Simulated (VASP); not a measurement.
# InP (F-43m) in VASP: notebook

The runs below take InP through single point, with HSE06.

All numbers are computed with VASP 6.6.1; they aren't measurements. Logs are shortened: lines on timing, memory, paths and dates and some standing lists are left out, and cuts for length are marked.

**1. The structure**

Symmetry: F-43m, No. 216, cubic system. The conventional cell has a = 5.861 Å, b = 5.861 Å, c = 5.861 Å, α = 90.00°, β = 90.00°, γ = 90.00°. In (site symmetry -43m) has 4 P at 2.54 Å as nearest neighbours. P (site symmetry -43m) is surrounded by 4 In at 2.54 Å.

**2. Single point, HSE06**

Input file POSCAR:

```
InP
1.0
    0.0000000000      2.9305000000      2.9305000000
    2.9305000000      0.0000000000      2.9305000000
    2.9305000000      2.9305000000      0.0000000000
In P
1 1
Direct
    0.0000000000      0.0000000000      0.0000000000
    0.7500000000      0.7500000000      0.7500000000
```

Input file INCAR.step1:

```
SYSTEM = InP
  ALGO = Normal
  EDIFF = 1E-5
  ENCUT = 500
  GGA = PE
  ISIF = 2
  ISMEAR = 0
  LASPH = .True.
  LCHARG = .False.
  LREAL = .False.
  LWAVE = .True.
  NBANDS = 17
  NELM = 100
  NKRED = 1
  PREC = Accurate
  SIGMA = 0.01
```

Input file INCAR.step2:

```
SYSTEM = InP
  ALGO = Normal
  EDIFF = 1E-6
  ENCUT = 500
  GGA = PE
  HFSCREEN = 0.2
  ISIF = 2
  ISMEAR = 0
  ISTART = 1
  LASPH = .True.
  LCHARG = .False.
  LHFCALC = .True.
  LREAL = .False.
  LWAVE = .False.
  NBANDS = 17
  NELM = 100
  NKRED = 1
  PREC = Accurate
  PRECFOCK = Fast
  SIGMA = 0.01
```

Input file KPOINTS:

```
k-points
0
Gamma
  3 3 3
  0 0 0
```

Potentials or basis: VASP PAW PBE potentials, release 64 (In_d, P).

On the command line:

```console
cat potpaw_PBE.64/In_d/POTCAR potpaw_PBE.64/P/POTCAR > POTCAR
cp INCAR.step1 INCAR
mpirun -np 1 vasp_std > vasp.out
cp INCAR.step2 INCAR
mpirun -np 1 vasp_std > vasp.out
```

OUTCAR:

```text
SYSTEM = InP
   EDIFF = 1E-6
   ENCUT = 500
   GGA = PE
   HFSCREEN = 0.2
   ISIF = 2
   ISMEAR = 0
   ISTART = 1
   LASPH = .True.
   LHFCALC = .True.
   LREAL = .False.
   NELM = 100
   NKRED = 1
   PREC = Accurate
   PRECFOCK = Fast

 Found      4 irreducible k-points:

 Following reciprocal coordinates:
            Coordinates               Weight
  0.000000  0.000000  0.000000      1.000000
  0.333333  0.000000  0.000000      8.000000
  0.333333  0.333333  0.000000      6.000000
 -0.333333  0.333333  0.000000     12.000000
   k-points           NKPTS =      4   k-points in BZ     NKDIM =     27   number of bands    NBANDS=     17
   number of dos      NEDOS =    301   number of ions     NIONS =      2
   total plane-waves  NPLWV =  27000
   dimension x,y,z NGX =    30 NGY =   30 NGZ =   30
   dimension x,y,z NGXF=    60 NGYF=   60 NGZF=   60
   ions per type =               1   1
   NGX,Y,Z   is equivalent  to a cutoff of  12.03, 12.03, 12.03 a.u.
   NGXF,Y,Z  is equivalent  to a cutoff of  24.07, 24.07, 24.07 a.u.
 SYSTEM =  InP
   PREC   = accura    normal or accurate (medium, high low for compatibility)
   ISTART =      1    job   : 0-new  1-cont  2-samecut
   ICHARG =      0    charge: 1-file 2-atom 10-const
   ISPIN  =      1    spin polarized calculation?
   LNONCOLLINEAR =      F non collinear calculations
   LSORBIT =      F    spin-orbit coupling
   LASPH  =      T    aspherical Exc in radial PAW
   ENCUT  =  500.0 eV  36.75 Ry    6.06 a.u.   7.56  7.56  7.56*2*pi/ulx,y,z
   NELM   =    100;   NELMIN=  2; NELMDL=  0     # of ELM steps
   EDIFF  = 0.1E-05   stopping-criterion for ELM
   LREAL  =      F    real-space projection
   EDIFFG = 0.1E-04   stopping-criterion for IOM
   NSW    =      0    number of steps for IOM
   IBRION =     -1    ionic relax: 0-MD 1-quasi-New 2-CG
   NFREE  =      0    steps in history (QN), initial steepest desc. (CG)
   ISIF   =      2    stress and relaxation
   ISYM   =      3    0-nonsym 1-usesym 2-fastsym
   POTIM  = 0.5000    time-step for ionic-motion
   TEBEG  =    0.0;   TEEND  =   0.0 temperature during run
   PSTRESS=    0.0 pullay stress
   NELECT =      18.0000    total number of electrons
   NUPDOWN=      -1.0000    fix difference up-down
   EMIN   =  10.00;   EMAX   =-10.00  energy-range for DOS
   EFERMI =   0.00;   METHOD = LEGACY
   ISMEAR =     0;   SIGMA  =   0.01  broadening in eV -4-tet -1-fermi 0-gaus
   EFERMI_NEDOS =   21; number of points for ismear=-14 and -15
   IALGO  =     38    algorithm
   IMIX   =      1    mixing-type and parameters
     AMIX     =   0.40;   BMIX     =  1.00
     AMIX_MAG =   1.60;   BMIX_MAG =  1.00
  volume/ion in A,a.u.               =      25.17       169.83
  Fermi-wavevector in a.u.,A,eV,Ry     =   1.162021  2.195901 18.371846  1.350293
  Thomas-Fermi vector in A             =   2.298587
   LORBIT       =      0    0 simple, 1 ext, 2 COOP (PROOUT), +10 PAW based schemes
   GGA     = PE    functional components
   LHFCALC =     T    Hartree Fock is set to
   PRECFOCK=fast      Normal, Fast or Accurate (Low or Medium for compatibility)
   ENCUT4O =  -1.0   cutoff for four orbital integrals eV
   NKREDX  =     1    reduce k-point grid by
   NKREDY  =     1    reduce k-point grid by
   NKREDZ  =     1    reduce k-point grid by
   AEXX    =    0.2500 exact exchange contribution
   HFSCREEN=    0.2000 screening length (either q_TF or 0.3 A-1)
   HFSCREENC=   0.2000 screening length for correlation (either q_TF or 0.3 A-1)
   ENCUTFOCK=  -1.0 apply spherical cutoff to Coloumb kernel
   IVDW    =     0    specifies the selected vdW correction
   LEPSILON=     F    determine dielectric tensor
   LRPA    =     F    only Hartree local field effects (RPA)
 non-spin polarized calculation
 Gauss-broadening in eV      SIGMA  =   0.01
  energy-cutoff  :      500.00
  volume of cell :       50.33
 maximum number of plane-waves:      1283
 NGX is ok and might be reduce to    30
  NGX = 18; NGY = 18; NGZ = 18

 number of electron      18.0000009 magnetization

 Free energy of the ion-electron system (eV)
  ---------------------------------------------------
  ext. energy  EPLUGINS =         0.00000000
  ---------------------------------------------------
  free energy    TOTEN  =        -9.66301241 eV

  energy without entropy =       -9.66301241  energy(sigma->0) =       -9.66301241

 E-fermi :   4.9260     XC(G=0):  -7.6713

 val. band max:        4.8072407266   @ k =   0.0000   0.0000   0.0000
 cond. band min:       6.4319258219   @ k =   0.0000   0.0000   0.0000
 fundamental gap:      1.6246850953
 Fermi energy:         4.9259890668

 k-point     1 :       0.0000    0.0000    0.0000
  band No.  band energies     occupation
      1     -11.1366      2.00000
      2     -11.1366      2.00000
      3     -11.1366      2.00000
      4     -10.9773      2.00000
      5     -10.9773      2.00000
      6      -7.8830      2.00000
[... 9 lines left out ...]
     16      15.3312      0.00000
     17      17.0032      0.00000

 k-point     2 :       0.3333    0.0000    0.0000
  band No.  band energies     occupation
      1     -11.2192      2.00000
      2     -11.1037      2.00000
      3     -11.1037      2.00000
      4     -10.9709      2.00000
      5     -10.9709      2.00000
      6      -6.6622      2.00000
[... 9 lines left out ...]
     16      14.9591      0.00000
     17      19.9886      0.00000

 k-point     3 :       0.3333    0.3333    0.0000
  band No.  band energies     occupation
      1     -11.2741      2.00000
      2     -11.0583      2.00000
      3     -11.0583      2.00000
      4     -11.0132      2.00000
      5     -10.9521      2.00000
      6      -6.2431      2.00000
[... 9 lines left out ...]
     16      19.3575      0.00000
     17      20.3718      0.00000

 k-point     4 :      -0.3333    0.3333    0.0000
  band No.  band energies     occupation
      1     -11.2701      2.00000
      2     -11.0733      2.00000
      3     -11.0565      2.00000
      4     -10.9912      2.00000
      5     -10.9659      2.00000
      6      -5.4474      2.00000
[... 9 lines left out ...]
     16      19.1968      0.00000
     17      20.1000      0.00000

------------------------ aborting loop because EDIFF is reached ----------------------------------------

  FORCE on cell =-STRESS in cart. coord.  units (eV):
  Direction    XX          YY          ZZ          XY          YZ          ZX
  --------------------------------------------------------------------------------------
  -------------------------------------------------------------------------------------
  Total        0.6809292      0.6809292      0.6809292      0.0000000      0.0000000      0.0000000
  in kB       21.6749117     21.6749117     21.6749117      0.0000000      0.0000000      0.0000000
  external PRESSURE =      21.6749117 kB  Pullay stress =       0.0000000 kB

 VOLUME and BASIS-vectors are now :
 -----------------------------------------------------------------------------
  energy-cutoff  :      500.00
  volume of cell :       50.33
      direct lattice vectors                 reciprocal lattice vectors
     0.000000000  2.930500000  2.930500000    -0.170619348  0.170619348  0.170619348
     2.930500000  0.000000000  2.930500000     0.170619348 -0.170619348  0.170619348
     2.930500000  2.930500000  0.000000000     0.170619348  0.170619348 -0.170619348

 POSITION                                       TOTAL-FORCE (eV/Angst)
 -----------------------------------------------------------------------------------
      0.00000      0.00000      0.00000         0.000000      0.000000      0.000000
      4.39575      4.39575      4.39575        -0.000000     -0.000000      0.000000
 -----------------------------------------------------------------------------------
    total drift:                               -0.000130     -0.000147     -0.000084

  FREE ENERGIE OF THE ION-ELECTRON SYSTEM (eV)
  ---------------------------------------------------
  free  energy   TOTEN  =        -9.6630124063 eV

  energy  without entropy=       -9.6630124063  energy(sigma->0) =       -9.66301241
```

Run time: 54 s. Hardware: 1 thread of AMD EPYC 7R13 (Zen 3), shared host; peak memory 0.23 GiB.

The run converged, but some of its settings lie outside the range that counts as converged, so its numbers aren't taken as properties of the crystal.

Results:

```
Free energy            : -9.6630 eV
Pressure               : 2.2 GPa
Band gap on the k mesh : 1.62 eV, direct
```

Caveat: the k mesh is coarse (spacing up to 0.62 Å⁻¹), so the values aren't converged, least of all with exact exchange; the PAW data sets were made with another functional, which shifts forces and pressure a little; spin-orbit coupling is left out, which moves the levels of the heavy elements.

(Continued in part 2 of 2.)
